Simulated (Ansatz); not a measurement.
Input and command of a calculation in Ansatz (plane waves; scalar-relativistic PAW potentials unless the input names others):

```yaml
crystal:
  lattice:
    - [3.3394999842, 0.0, 0.0]
    - [-1.6697499921, 2.8920918223, 0.0]
    - [0.0, 0.0, 5.1322244243]
  atoms:
    - { symbol: Hf, position: [0.0, 0.0, 0.0] }
    - { symbol: S, position: [0.6666666667, 0.3333333333, 0.7059665663] }
    - { symbol: S, position: [0.3333333333, 0.6666666667, 0.2940334337] }
basis:
  ecutwfc: 420
  precision: f64
kpoints:
  mp_grid: { grid: [12, 12, 8] }
hamiltonian:
  xc: pbe
  dispersion: d3bj
scf:
  occupations: { method: fermi_dirac, width: 0.15 }
  n_extra_bands: 32
  eigensolver: { kind: davidson }
output:
  forces: true
  eigenvalues: true
  stress: true
```

```bash
ansatz run input.yaml --threads 1 --pin off --max-ram 3072MiB --backend cpu --events-out ev --progress --plain --runs-dir out
```

Abridged log:
```
Basis set: ecut = 420 eV, 965 PW (Γ), exchange–correlation on 48×48×72 points (8 copies of the dense FFT grid, shifted against one another)
Bands: 51, of which v1, the nominal top of the filled ones, is band 19 counted from 1 (18 counted from 0)
Symmetry: 12 space group operations
k-points: 131 of 1152
SCF iter   1: F=—  HF=-17530.380150 eV  |F-HF|=—  |Δ(HF+E_count)|=         —  Δρ=2.66e-3  dr2=3.38e-3  ethr=1.77e-3  ⟨swp⟩=6.2  Hψ=30133  notcnv=0
SCF iter   2: F=—  HF=-17530.377516 eV  |F-HF|=—  |Δ(HF+E_count)|=   2.63e-3  Δρ=1.46e-3  dr2=8.62e-4  ethr=8.89e-6  ⟨swp⟩=2.2  Hψ=9433  notcnv=0  defer=9
SCF iter   3: F=—  HF=-17530.377641 eV  |F-HF|=—  |Δ(HF+E_count)|=   1.25e-4  Δρ=4.74e-4  dr2=1.50e-4  ethr=2.27e-6  ⟨swp⟩=3.0  Hψ=10204  notcnv=0
SCF iter   4: F=—  HF=-17530.377561 eV  |F-HF|=—  |Δ(HF+E_count)|=   7.92e-5  Δρ=2.38e-4  dr2=3.30e-5  ethr=3.96e-7  ⟨swp⟩=3.0  Hψ=10817  notcnv=0  defer=1
SCF iter   5: F=—  HF=-17530.377469 eV  |F-HF|=—  |Δ(HF+E_count)|=   9.24e-5  Δρ=4.83e-5  dr2=3.42e-6  ethr=8.69e-8  ⟨swp⟩=2.6  Hψ=9353  notcnv=0
SCF iter   6: F=—  HF=-17530.377469 eV  |F-HF|=—  |Δ(HF+E_count)|=   2.85e-7  Δρ=2.53e-5  dr2=7.00e-7  ethr=9.00e-9  ⟨swp⟩=3.0  Hψ=10171  notcnv=0
SCF iter   7: F=-17530.377469 eV  HF=-17530.377469 eV  |F-HF|=1.62e-9  |Δ(HF+E_count)|=   8.33e-8  Δρ=6.28e-6  dr2=2.37e-8  ethr=6.23e-11  ⟨swp⟩=2.7  Hψ=19649  notcnv=0
SCF 1 converged in 7 iterations: F = -17530.377469 eV  dr2 = 2.37e-8
  Residual-converged pass: ⟨swp⟩=2.1  Hψ=9057  notcnv=0  max |occ|·‖R‖ = 6.6e-6 eV (tolerance 6.7e-6 eV) dr2=2.37e-8  dr2_onsite=4.07e-8  max |Δocc| = 3.6e-10
SCF converged after 7 iterations
Free energy (F): -17530.377469 eV
Harris-Foulkes:  -17530.377469 eV  (|F-HF|=1.62e-9)
Internal energy: -17530.347198 eV  (E = F + TS)
E sigma→0 (E₀):  -17530.362333 eV
Entropy (-TS):   -0.030272 eV (-10.091 meV/atom)
Fermi energy:    14.681650 eV
  E_disp       = -1.367226  (pairwise vdW)
--- Forces (eV/Å), atoms counted from 1 ---
  atom   1  Hf     0.00000000     0.00000000     0.00000000
  atom   2  S      0.00000000     0.00000000    -0.00061181
  atom   3  S      0.00000000     0.00000000     0.00061181
--- Stress (GPa, compression-positive) ---
       21.997166       0.000000       0.000000
        0.000000      21.997166       0.000000
        0.000000       0.000000      21.996872
  P = ⅓ Tr σ = 21.9971 GPa (219.971 kbar)
```

Apart from outputs and the relaxation, which only the reference makes, the input differs from a reference run on usual settings in scf.n_extra_bands: not typed → 32; scf.eigensolver.kind: not typed → "davidson"; basis.precision: not typed → "f64". The reference, at the same geometry, ended its own course with pressure 22.00 GPa, largest force 0.001 eV/Å, no gap on the mesh. This run converged in 7 SCF iterations with an energy at zero smearing within 0.01 meV/atom of the reference's, pressure 22.00 GPa, largest force 0.001 eV/Å, no gap on the mesh.

The run took 8.7 s on 1 thread of AMD EPYC 9R45 96-Core Processor (Zen 5), with other jobs on the host, peak memory 0.5 GiB.